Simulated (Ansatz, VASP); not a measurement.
**MoS2 in VASP and in Ansatz**

The input INCAR:

```
SYSTEM = MoS2
PREC     = Accurate       ! precision mode
ENCUT    = 520            ! plane-wave cutoff, eV
EDIFF    = 1E-7           ! SCF threshold, eV
ISMEAR   = 0              ! smearing method
SIGMA    = 0.022          ! smearing width, eV
LREAL    = .False.        ! projectors in reciprocal space
LASPH    = .True.         ! aspherical terms in the spheres
NELM     = 100            ! most SCF steps
ALGO     = Normal         ! electronic algorithm
ISIF     = 2              ! what is computed and relaxed
LWAVE    = .False.        ! write WAVECAR
LCHARG   = .False.        ! write CHGCAR
GGA      = PE             ! functional
NBANDS   = 20             ! bands
```

KPOINTS

```
regular mesh
0
Gamma
  9 9 4
  0 0 0
```

The input POSCAR:

```
MoS2
1.0
    3.2274645616      0.0000000000      0.0000000000
   -1.6137322808      2.7950663001      0.0000000000
    0.0000000000      0.0000000000      6.3124734200
Mo S
1 2
Direct
    0.0000000000      0.0000000000      0.5000000000
    0.6666666667      0.3333333333      0.7446806800
    0.3333333333      0.6666666667      0.2553193200
```

input.yaml

```yaml
crystal:
  lattice:
    - [3.2274645616, 0.0, 0.0]
    - [-1.6137322808, 2.7950663001, 0.0]
    - [0.0, 0.0, 6.31247342]
  atoms:
    - { symbol: Mo, position: [0.0, 0.0, 0.5] }
    - { symbol: S, position: [0.6666666667, 0.3333333333, 0.74468068] }
    - { symbol: S, position: [0.3333333333, 0.6666666667, 0.25531932] }
hamiltonian:
  xc: pbe
  pseudopotentials: { kind: paw }
kpoints:
  mp_grid: { grid: [9, 9, 4] }
scf:
  occupations: { method: gaussian, width: 0.022 }
output:
  forces: true
  stress: true
  eigenvalues: true
```

Measurements of this composition are mostly on another form, of space group No. 194.

Alike in both runs: task single point; functional PBE; k mesh 9 × 9 × 4; occupations gaussian, width 0.022 eV; no spin polarisation.

```csv
,VASP,Ansatz
version,VASP 6.6.1,Ansatz 0.2.0
potentials or method,"VASP PAW PBE potentials, release 64 (Mo_sv, S)",Ansatz PAW
plane-wave cutoff (eV),520,420
valence electrons in the cell,26,26
```

```csv
,VASP,Ansatz,Ansatz less VASP
gap on the k mesh at the Fermi level (eV),none,none,-
pressure (GPa),1.0,1.1,+0.10
largest component of the traceless stress (GPa),2.03,2.02,-0.010
rms of the force components (eV/Å),0.136,0.140,+0.0038
```

Atom by atom the forces differ by 0.004 eV/Å (rms over components). A gap of «none» marks a metal or a gap that the smearing closes.

Caveats: this functional lacks dispersion, which binds the layers, so the pressure and a relaxed spacing across them are unreliable.
